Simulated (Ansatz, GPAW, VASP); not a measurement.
## WC: programs and potentials compared

```
CELL_PARAMETERS angstrom
2.90650 0.00000 0.00000
-1.45325 2.51710 0.00000
0.00000 0.00000 2.83660
ATOMIC_POSITIONS crystal
W 0.00000 0.00000 0.00000
C 0.66667 0.33333 0.50000
```

Alike in all runs: task single point; functional PBE; k mesh 10 × 10 × 9; occupations gaussian, width 0.014 eV; no spin polarisation; no spin-orbit coupling. Pressure is positive in compression and, in plane waves, holds the error of the finite cutoff, which Ansatz's Pulay term estimates and takes out.

| program and potentials | plane-wave cutoff (eV) | notes | pressure (GPa) |
| --- | --- | --- | --- |
| Ansatz, Ansatz PAW | 420 | Pulay term of +0.31 GPa included | 5.60 |
| GPAW, GPAW PAW data sets (gpaw-data 1.2.1) | 800 | - | 5.36 |
| VASP, PBE PAW files C, W_sv, 520 eV | 520 | - | 6.73 |
| Ansatz, all-electron LAPW, scalar-relativistic | - | - | 5.69 |

The pressure spans 5.36 (GPAW, GPAW PAW data sets (gpaw-data 1.2.1)) to 6.73 GPa (VASP, PBE PAW files C, W_sv, 520 eV), with all-electron results at 5.69.

Differences between rows come from potentials, basis sets and numerical settings, since the functional is the same but for its coding. Runs on potential files found faulty are left out.
